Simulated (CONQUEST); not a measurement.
AlPt under changes of volume

One of the cells (14.774 Å³/atom); the others are scaled copies at fixed shape and fractional positions:

```
Pt Al
1.0
     3.09155    0.00000    0.00000
     0.00000    3.09155    0.00000
     0.00000    0.00000    3.09155
Pt Al
1 1
Direct
  0.50000 0.50000 0.50000
  0.00000 0.00000 0.00000
```

Measurements of this composition are mostly on another form, of space group No. 198.

* Program: CONQUEST 1.3
* Functional: PBEsol
* Potentials or basis: PseudoDojo NC PBEsol, DZP, grid of 32 × 32 × 32 points
* k mesh: 9 × 9 × 9
* Occupations: fermi-dirac, width 0.05 eV
* Spin: no spin polarisation

| volume (Å³/atom) | energy over the lowest point (meV/atom) | pressure (GPa) |
| --- | --- | --- |
| 13.888 | ? | ? |
| 14.183 | 4.27 | 4.4 |
| 14.478 | 0.00 | 0.3 |
| 14.774 | 3.86 | -3.9 |
| 15.069 | 14.16 | -7.1 |
| 15.365 | 30.18 | -10.3 |
| 15.660 | 51.95 | -13.0 |

Problem. What does the run at 13.888 Å³/atom give?

Solution. Energy over the lowest point 16.46 meV/atom; pressure 8.8 GPa.

Worked out: A Birch-Murnaghan fit of order 3 (a polynomial in V^(-2/3)) to the other rows has its minimum at 14.48 Å³/atom with B0 = V·E''(V) = 202 GPa and B' = 5.0. It gives 16.88 meV/atom at 13.888 Å³/atom, against the run's 16.46, and -dE/dV = 9.4 GPa, against 8.8.

Energies are extrapolated to zero smearing.

Caveats: the basis of atomic orbitals isn't converged, which shifts pressures, moduli and gaps.
